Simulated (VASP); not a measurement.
Here is a VASP 6.6.1 calculation.

INCAR

```
ALGO = Normal ; EDIFF = 1E-7
EDIFFG = -0.005 ; ENCUT = 600
GGA = PS ; IBRION = 2
ISIF = 3 ; ISMEAR = 0
LASPH = T ; LCHARG = F
LREAL = F ; LWAVE = F
NELM = 80 ; NSW = 90
PREC = Accurate ; SIGMA = 0.03
```

File KPOINTS:

```
k-points
0
Gamma
  8 8 8
```

File POSCAR:

```
CdTe                                    
1.0
    0.0000000000      3.2477981882      3.2477981882
    3.2477981882      0.0000000000      3.2477981882
    3.2477981882      3.2477981882      0.0000000000
  Cd              Te            
     1     1
Direct
     0.0000000000000000    0.0000000000000000    0.0000000000000000
     0.2500000000000000    0.2500000000000000    0.2500000000000000
```

Potentials or basis: VASP PAW PBE potentials, release 64 (Cd, Te).

The run is started by

```bash
$ cat potpaw_PBE.64/Cd/POTCAR potpaw_PBE.64/Te/POTCAR > POTCAR
$ mpirun -np 1 vasp_std > vasp.out
```

Problem. What does it give for the band gap on the k mesh?

Solution. 0.64 eV, direct.

Final structure:
```yaml
crystal:
  lattice:
    - [0.00000, 3.24780, 3.24780]
    - [3.24780, 0.00000, 3.24780]
    - [3.24780, 3.24780, 0.00000]
  atoms:
    - { symbol: Cd, position: [0.00000, 0.00000, 0.00000] }
    - { symbol: Te, position: [0.25000, 0.25000, 0.25000] }
```

Caveat: the relaxation stopped at its first step, so nothing moved; spin-orbit coupling is left out, which moves the levels of the heavy elements. Expect the measured gap to be larger: semilocal functionals such as PBEsol lack the derivative discontinuity.
